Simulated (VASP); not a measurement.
# 2H-WSe2 monolayer under biaxial strain, part 5 of 7

How do the gap and the band positions of 2H-WSe2 monolayer follow biaxial strain?

VASP 6.6.1, plane waves and PAW; the level of theory is named at each step.

So far. Step 9 (Strained, atoms relaxed, biaxial strain -0.02): The run ended after 3 ionic steps, 0.012 eV below its first step, once the forces on the free atoms met EDIFFG = -0.015.

### 11. Strained, atoms relaxed, biaxial strain -0.01

This step: PBE with D3(BJ), no spin polarisation; plane waves and PAW (W, Se) (VASP 6.6.1).

Input file INCAR:

```
SYSTEM = WSe2
PREC = Normal
ENCUT = 350
EDIFF = 1E-06
NELM = 120
ISMEAR = 0
SIGMA = 0.03
LREAL = .FALSE.
ALGO = Fast
GGA = PE
IVDW = 12
NBANDS = 15
LASPH = .TRUE.
LORBIT = 11
LWAVE = .FALSE.
LCHARG = .FALSE.
KPAR = 4
IBRION = 2
NSW = 30
ISIF = 2
EDIFFG = -0.015
POTIM = 0.4
MAXMIX = 40
IDIPOL = 3
LDIPOL = .TRUE.
DIPOL = 0.5 0.5 0.5
```

Input file POSCAR:

```
WSe2
1.0
    3.2458886623      0.0000000000      0.0000000000
   -1.6229443312      2.8110220395      0.0000000000
    0.0000000000      0.0000000000     22.0000000000
W Se
1 2
Direct
    0.3333333333      0.6666666667      0.5000000000
    0.6666666667      0.3333333333      0.4233974758
    0.6666666667      0.3333333333      0.5766025242
```

Input file KPOINTS:

```
Automatic mesh
0
Gamma
12 12 1
0 0 0
```

The projector-augmented-wave data sets are W and Se (PBE family, release 64).

Launch:

```sh
$ mpirun -np 4 vasp_std
```

Output:

```text
[... set-up lines as in an earlier step ...]
 entering main loop
       N       E                     dE             d eps       ncg     rms          rms(c)
DAV:   1     0.106733934743E+03    0.10673E+03   -0.50413E+03   570   0.650E+02
DAV:   2    -0.107654986111E+02   -0.11750E+03   -0.10911E+03   888   0.149E+02
DAV:   3    -0.224143782787E+02   -0.11649E+02   -0.11528E+02   801   0.576E+01
DAV:   4    -0.226174264517E+02   -0.20305E+00   -0.20205E+00   689   0.925E+00
[...]
RMM:  19    -0.216264044439E+02   -0.29369E-05   -0.53292E-07   378   0.294E-03    0.261E-03
RMM:  20    -0.216264067260E+02   -0.22821E-05   -0.21884E-07   349   0.223E-03    0.554E-03
RMM:  21    -0.216264070563E+02   -0.33035E-06   -0.43743E-08   246   0.129E-03
   1 F= -.22664617E+02 E0= -.22664617E+02  d E =-.226646E+02
[...]
N       E                     dE             d eps       ncg     rms          rms(c)
DAV:   1    -0.216304398834E+02   -0.40332E-02   -0.11858E-01   710   0.191E+00    0.206E-01
[...]
RMM:   5    -0.216307916812E+02   -0.91896E-04   -0.57582E-05   571   0.479E-02    0.560E-02
RMM:   6    -0.216307959272E+02   -0.42461E-05   -0.15349E-05   574   0.230E-02    0.349E-02
RMM:   7    -0.216307971678E+02   -0.12405E-05   -0.39653E-06   480   0.113E-02    0.926E-03
RMM:   8    -0.216307974774E+02   -0.30963E-06   -0.74663E-07   397   0.539E-03
   2 F= -.22667037E+02 E0= -.22667037E+02  d E =-.241970E-02
 trial-energy change:   -0.002420  1 .order   -0.002445   -0.003772   -0.001118
 step:   1.4599(harm=  1.4213)  dis= 0.01246  next Energy=   -22.667291 (dE=-0.267E-02)
[...]
N       E                     dE             d eps       ncg     rms          rms(c)
DAV:   1    -0.216318608101E+02   -0.10636E-02   -0.25097E-02   661   0.876E-01    0.945E-02
RMM:   2    -0.216319180622E+02   -0.57252E-04   -0.10496E-03   570   0.221E-01    0.203E-02
RMM:   3    -0.216319306980E+02   -0.12636E-04   -0.12146E-04   571   0.757E-02    0.197E-03
RMM:   4    -0.216319345690E+02   -0.38710E-05   -0.25995E-05   567   0.335E-02    0.119E-02
RMM:   5    -0.216319355601E+02   -0.99101E-06   -0.59527E-06   485   0.155E-02
   3 F= -.22667269E+02 E0= -.22667269E+02  d E =-.265170E-02
[...]
reached required accuracy - stopping structural energy minimisation
```

The job ended after 13 s (4 MPI ranks of AMD EPYC 7R43, shared host; peak memory 0.71 GiB; 49 s of CPU time).

Parts of OUTCAR (step 11):

```text
 Edisp (eV)   -1.03624

 Edisp (eV)   -1.03533

  Total       0.89767     0.89767    -0.08869    -0.00000     0.00000     0.00000
  in kB       7.16483     7.16483    -0.70786    -0.00000     0.00000     0.00000
  external pressure =        4.54 kB  Pullay stress =        0.00 kB

 POSITION                                       TOTAL-FORCE (eV/Angst)
 -----------------------------------------------------------------------------------
     -0.00000      1.87401     11.00000         0.000000     -0.000000      0.000000
      1.62294      0.93701      9.30229        -0.000000     -0.000000      0.005819
      1.62294      0.93701     12.69771        -0.000000      0.000000     -0.005819
 -----------------------------------------------------------------------------------
    total drift:                                0.000000     -0.000000      0.000000

  FREE ENERGIE OF THE ION-ELECTRON SYSTEM (eV)
  ---------------------------------------------------
  free  energy   TOTEN  =       -22.6672687007 eV

  energy  without entropy=      -22.6672687007  energy(sigma->0) =      -22.66726870

[... 2 parts as in an earlier step ...]

[... 2 further parts left out ...]
[key lines of the parts left out:]
E-fermi :  -1.8240
```

The steps of the relaxation:

| step | energy less that of the first step (eV) | largest force (eV/Å) |
| --- | --- | --- |
| 1 | 0.0000 | 0.2211 |
| 2 | -0.0024 | 0.0655 |
| 3 | -0.0027 | 0.0058 |

The atoms that moved most (Å):

| atom | dx | dy | dz | length |
| --- | --- | --- | --- | --- |
| Se3 | 0.000 | 0.000 | 0.012 | 0.012 |
| Se2 | 0.000 | 0.000 | -0.012 | 0.012 |

The relaxed structure:

```xyz
3
Lattice="3.2459 0.0000 0.0000 -1.6229 2.8110 0.0000 0.0000 0.0000 22.0000" Properties=species:S:1:pos:R:3
W     0.0000    1.8740   11.0000
Se    1.6229    0.9370    9.3023
Se    1.6229    0.9370   12.6977
```

The run ended after 3 ionic steps, 0.003 eV below its first step, once the forces on the free atoms met EDIFFG = -0.015.

### 12. Strained, levels with spin-orbit coupling, biaxial strain -0.01

This step: PBE with D3(BJ), spin-orbit coupling, no spin polarisation; plane waves and PAW (W, Se) (VASP 6.6.1).

Input file INCAR:

```
SYSTEM = WSe2
PREC = Normal
ENCUT = 350
EDIFF = 1E-06
NELM = 120
ISMEAR = 0
SIGMA = 0.03
LREAL = .FALSE.
ALGO = Fast
GGA = PE
IVDW = 12
LNONCOLLINEAR = .TRUE.
MAGMOM = 0 0 0 0 0 0 0 0 0
NBANDS = 30
GGA_COMPAT = .FALSE.
LASPH = .TRUE.
LSORBIT = .TRUE.
LMAXMIX = 4
LWAVE = .FALSE.
LCHARG = .FALSE.
KPAR = 4
IDIPOL = 3
LDIPOL = .TRUE.
DIPOL = 0.5 0.5 0.5
LVHAR = .TRUE.
LVACPOTAV = .TRUE.
```

Input file POSCAR:

```
WSe2
1.0
    3.2458886623      0.0000000000      0.0000000000
   -1.6229443312      2.8110220395      0.0000000000
    0.0000000000      0.0000000000     22.0000000000
W Se
1 2
Direct
    0.3333333333      0.6666666667      0.5000000000
    0.6666666667      0.3333333333      0.4228313324
    0.6666666667      0.3333333333      0.5771686676
```

KPOINTS is that of step 11.

Input file KPOINTS_OPT:

```
Line mode
14
Line-mode
Reciprocal
  0.00000000   0.00000000   0.00000000 GAMMA
  0.50000000   0.00000000   0.00000000 M

  0.50000000   0.00000000   0.00000000 M
  0.33333333   0.33333333   0.00000000 K

  0.33333333   0.33333333   0.00000000 K
  0.00000000   0.00000000   0.00000000 GAMMA
```

Launch:

```sh
$ mpirun -np 4 vasp_ncl
```

Output:

```text
[... set-up lines as in an earlier step ...]
 entering main loop
       N       E                     dE             d eps       ncg     rms          rms(c)
DAV:   1     0.111457985927E+03    0.11146E+03   -0.48837E+03  1876   0.650E+02
DAV:   2    -0.821758742821E+01   -0.11968E+03   -0.11228E+03  2836   0.160E+02
DAV:   3    -0.225088383981E+02   -0.14291E+02   -0.14160E+02  2560   0.627E+01
DAV:   4    -0.228182819963E+02   -0.30944E+00   -0.30805E+00  2440   0.112E+01
[...]
RMM:  22    -0.218365925459E+02   -0.60860E-05   -0.33108E-07  1742   0.232E-03    0.306E-03
RMM:  23    -0.218365939128E+02   -0.13668E-05   -0.21657E-07  1508   0.269E-03    0.444E-04
RMM:  24    -0.218365946630E+02   -0.75020E-06   -0.62459E-08  1289   0.135E-03
 [... a notice as in an earlier step ...]

   1 F= -.22871928E+02 E0= -.22871928E+02  d E =-.139339E-11  mag=    -0.0000     0.0000     0.0000
 Start KPOINTS_OPT (optional k-point list driver)
k-point batch [1-31\42]
       N       E                     dE             ncg
DAV:   1     0.934630946929E+01   -0.12955E+05     1876
DAV:   2    -0.366070533827E+04   -0.36701E+04     2818
DAV:   3    -0.408531356241E+04   -0.42461E+03     2456
DAV:   4    -0.409485764331E+04   -0.95441E+01     2478
DAV:   5    -0.409502863618E+04   -0.17099E+00     2348
DAV:   6    -0.409503373375E+04   -0.50976E-02     2428
DAV:   7    -0.409503391593E+04   -0.18218E-03     2388
DAV:   8    -0.409503392333E+04   -0.74049E-05     2162
DAV:   9    -0.409503392364E+04   -0.30712E-06     1710
k-point batch [32-42\42]
       N       E                     dE             ncg
DAV:   1     0.111725349518E+05   -0.22734E+04      676
DAV:   2     0.100135606902E+05   -0.11590E+04      976
DAV:   3     0.985072959471E+04   -0.16283E+03      872
DAV:   4     0.984630297478E+04   -0.44266E+01      946
DAV:   5     0.984622639873E+04   -0.76576E-01      828
DAV:   6     0.984622420796E+04   -0.21908E-02      878
DAV:   7     0.984622413356E+04   -0.74395E-04      844
DAV:   8     0.984622412988E+04   -0.36789E-05      818
DAV:   9     0.984622412975E+04   -0.13167E-06      640
```

Elapsed: 67 s, on 4 MPI ranks; peak memory 1.9 GiB.

Parts of OUTCAR (step 12):

```text
 Edisp (eV)   -1.03533

  Total       0.88954     0.88954    -0.06118    -0.00000    -0.00000    -0.00000
  in kB       7.09994     7.09994    -0.48833    -0.00000    -0.00000    -0.00000
  external pressure =        4.57 kB  Pullay stress =        0.00 kB

 POSITION                                       TOTAL-FORCE (eV/Angst)
 -----------------------------------------------------------------------------------
     -0.00000      1.87401     11.00000         0.000000      0.000000      0.000000
      1.62294      0.93701      9.30229        -0.000000     -0.000000     -0.004370
      1.62294      0.93701     12.69771        -0.000000     -0.000000      0.004370
 -----------------------------------------------------------------------------------
    total drift:                               -0.000000      0.000000     -0.000000

  FREE ENERGIE OF THE ION-ELECTRON SYSTEM (eV)
  ---------------------------------------------------
  free  energy   TOTEN  =       -22.8719278038 eV

  energy  without entropy=      -22.8719278038  energy(sigma->0) =      -22.87192780

[... 2 parts as in an earlier step ...]

[... 1 further part left out ...]
[key lines of the parts left out:]
E-fermi :  -1.6209
```

On-site spin-orbit energy by atom:

| atom | on-site spin-orbit energy (eV) |
| --- | --- |
| W1 | -0.329 |
| Se2 | -0.043 |
| Se3 | -0.043 |

### 13. Strained, atoms relaxed, biaxial strain 0

This step: PBE with D3(BJ), no spin polarisation; plane waves and PAW (W, Se) (VASP 6.6.1).

Input file INCAR:

```
SYSTEM = WSe2
PREC = Normal
ENCUT = 350
EDIFF = 1E-06
NELM = 120
ISMEAR = 0
SIGMA = 0.03
LREAL = .FALSE.
ALGO = Fast
GGA = PE
IVDW = 12
NBANDS = 15
LASPH = .TRUE.
LORBIT = 11
LWAVE = .FALSE.
LCHARG = .FALSE.
KPAR = 4
IBRION = 2
NSW = 30
ISIF = 2
EDIFFG = -0.015
POTIM = 0.4
MAXMIX = 40
IDIPOL = 3
LDIPOL = .TRUE.
DIPOL = 0.5 0.5 0.5
```

Input file POSCAR:

```
WSe2
1.0
    3.2786754165      0.0000000000      0.0000000000
   -1.6393377083      2.8394162015      0.0000000000
    0.0000000000      0.0000000000     22.0000000000
W Se
1 2
Direct
    0.3333333333      0.6666666667      0.5000000000
    0.6666666667      0.3333333333      0.4233974758
    0.6666666667      0.3333333333      0.5766025242
```

KPOINTS is that of step 12.

Launch:

```sh
$ mpirun -np 4 vasp_std
```

Output:

```text
[... set-up lines as in an earlier step ...]
 entering main loop
       N       E                     dE             d eps       ncg     rms          rms(c)
[... 5 cycles as in an earlier step ...]
RMM:   6    -0.218752161647E+02    0.82247E+00   -0.18991E+00   570   0.725E+00    0.809E+00
RMM:   7    -0.216920609662E+02    0.18316E+00   -0.56792E-01   570   0.464E+00    0.563E+00
RMM:   8    -0.216639039108E+02    0.28157E-01   -0.31297E-01   570   0.323E+00    0.103E+00
RMM:   9    -0.216604687790E+02    0.34351E-02   -0.36950E-02   570   0.177E+00    0.117E+00
[...]
RMM:  19    -0.216607724584E+02   -0.21493E-05   -0.66943E-07   385   0.293E-03    0.247E-03
RMM:  20    -0.216607740859E+02   -0.16274E-05   -0.14068E-07   313   0.187E-03    0.428E-03
RMM:  21    -0.216607746005E+02   -0.51468E-06   -0.51684E-08   270   0.138E-03
   1 F= -.22677604E+02 E0= -.22677604E+02  d E =-.226776E+02
[...]
reached required accuracy - stopping structural energy minimisation
```

The job ended after 7.6 s (4 MPI ranks; peak memory 0.67 GiB).

OUTCAR, selected parts (step 13):

```text
 Edisp (eV)   -1.01683

  Total       0.00027     0.00027    -0.09786    -0.00000     0.00000     0.00000
  in kB       0.00208     0.00208    -0.76554    -0.00000     0.00000     0.00000
  external pressure =       -0.25 kB  Pullay stress =        0.00 kB

 POSITION                                       TOTAL-FORCE (eV/Angst)
 -----------------------------------------------------------------------------------
     -0.00000      1.89294     11.00000         0.000000      0.000000      0.000000
      1.63934      0.94647      9.31474         0.000000      0.000000      0.008666
      1.63934      0.94647     12.68526        -0.000000     -0.000000     -0.008666
 -----------------------------------------------------------------------------------
    total drift:                                0.000001     -0.000001      0.000000

  FREE ENERGIE OF THE ION-ELECTRON SYSTEM (eV)
  ---------------------------------------------------
  free  energy   TOTEN  =       -22.6776035033 eV

  energy  without entropy=      -22.6776035033  energy(sigma->0) =      -22.67760350

[... 3 parts as in an earlier step ...]

[... 1 further part left out ...]
[key lines of the parts left out:]
E-fermi :  -1.8975
```

The start already met the threshold, so nothing moved, which says little where the restoring forces are soft.

### 14. Strained, levels with spin-orbit coupling, biaxial strain 0

This step: PBE with D3(BJ), spin-orbit coupling, no spin polarisation; plane waves and PAW (W, Se) (VASP 6.6.1).

Input file INCAR:

```
SYSTEM = WSe2
PREC = Normal
ENCUT = 350
EDIFF = 1E-06
NELM = 120
ISMEAR = 0
SIGMA = 0.03
LREAL = .FALSE.
ALGO = Fast
GGA = PE
IVDW = 12
LNONCOLLINEAR = .TRUE.
MAGMOM = 0 0 0 0 0 0 0 0 0
NBANDS = 30
GGA_COMPAT = .FALSE.
LASPH = .TRUE.
LSORBIT = .TRUE.
LMAXMIX = 4
LWAVE = .FALSE.
LCHARG = .FALSE.
KPAR = 4
IDIPOL = 3
LDIPOL = .TRUE.
DIPOL = 0.5 0.5 0.5
LVHAR = .TRUE.
LVACPOTAV = .TRUE.
```

POSCAR is that of step 13.

KPOINTS is that of step 13.

KPOINTS_OPT is that of step 12.

Launch:

```sh
$ mpirun -np 4 vasp_ncl
```

Output:

```text
[... set-up lines as in an earlier step ...]
 entering main loop
       N       E                     dE             d eps       ncg     rms          rms(c)
DAV:   1     0.110569093983E+03    0.11057E+03   -0.49115E+03  1892   0.652E+02
DAV:   2    -0.830488080325E+01   -0.11887E+03   -0.11234E+03  2820   0.159E+02
DAV:   3    -0.225548823238E+02   -0.14250E+02   -0.14126E+02  2544   0.624E+01
DAV:   4    -0.228732282712E+02   -0.31835E+00   -0.31678E+00  2422   0.113E+01
[...]
RMM:  22    -0.218652213586E+02   -0.72145E-05   -0.40437E-07  1787   0.265E-03    0.360E-03
RMM:  23    -0.218652227833E+02   -0.14247E-05   -0.29832E-07  1525   0.320E-03    0.346E-04
RMM:  24    -0.218652235058E+02   -0.72255E-06   -0.66353E-08  1288   0.158E-03
 [... a notice as in an earlier step ...]

   1 F= -.22882052E+02 E0= -.22882052E+02  d E =-.180742E-11  mag=     0.0000    -0.0000     0.0000
 Start KPOINTS_OPT (optional k-point list driver)
k-point batch [1-31\42]
       N       E                     dE             ncg
DAV:   1    -0.494730261415E+01   -0.12835E+05     1876
DAV:   2    -0.367202870337E+04   -0.36671E+04     2790
DAV:   3    -0.411529162365E+04   -0.44326E+03     2466
DAV:   4    -0.412552046589E+04   -0.10229E+02     2428
DAV:   5    -0.412572329531E+04   -0.20283E+00     2394
DAV:   6    -0.412572866467E+04   -0.53694E-02     2382
DAV:   7    -0.412572883034E+04   -0.16567E-03     2474
DAV:   8    -0.412572883601E+04   -0.56756E-05     2126
DAV:   9    -0.412572883625E+04   -0.23920E-06     1718
k-point batch [32-42\42]
       N       E                     dE             ncg
DAV:   1     0.110555281169E+05   -0.23153E+04      684
DAV:   2     0.991049073000E+04   -0.11450E+04      978
DAV:   3     0.974366478808E+04   -0.16683E+03      880
DAV:   4     0.973889385417E+04   -0.47709E+01      922
DAV:   5     0.973878812441E+04   -0.10573E+00      848
DAV:   6     0.973878490277E+04   -0.32216E-02      868
DAV:   7     0.973878477355E+04   -0.12922E-03      864
DAV:   8     0.973878476880E+04   -0.47456E-05      836
DAV:   9     0.973878476865E+04   -0.15264E-06      624
```

The job ended after 67 s (4 MPI ranks; peak memory 1.9 GiB).

From OUTCAR (step 14):

```text
 Edisp (eV)   -1.01683

  Total      -0.00089    -0.00089    -0.07541     0.00000     0.00000    -0.00000
  in kB      -0.00699    -0.00699    -0.58990     0.00000     0.00000    -0.00000
  external pressure =       -0.20 kB  Pullay stress =        0.00 kB

 POSITION                                       TOTAL-FORCE (eV/Angst)
 -----------------------------------------------------------------------------------
     -0.00000      1.89294     11.00000         0.000000     -0.000000      0.000000
      1.63934      0.94647      9.31474         0.000000      0.000000      0.000765
      1.63934      0.94647     12.68526         0.000000      0.000000     -0.000765
 -----------------------------------------------------------------------------------
    total drift:                                0.000001     -0.000001     -0.000000

  FREE ENERGIE OF THE ION-ELECTRON SYSTEM (eV)
  ---------------------------------------------------
  free  energy   TOTEN  =       -22.8820524086 eV

  energy  without entropy=      -22.8820524086  energy(sigma->0) =      -22.88205241

[... 2 parts as in an earlier step ...]

[... 1 further part left out ...]
[key lines of the parts left out:]
E-fermi :  -1.7037
```

On-site spin-orbit energy by atom:

| atom | on-site spin-orbit energy (eV) |
| --- | --- |
| W1 | -0.328 |
| Se2 | -0.043 |
| Se3 | -0.043 |

(Continued in part 6 of 7.)

[Lines on the potential files, build, host, timing and source positions are cut from VASP's logs without a mark.]

[Logs are printed without paths, hosts, clocks, repeated set-up lines and the standing remarks that a program may print on its own settings, such as how far it seeks lower states.]

[Hosts, paths, dates, database ids (printed as entryN), source tags and the programs' standing remarks are cut or masked in the printed files.]

[Runs that stopped without an error message from VASP are left out.]
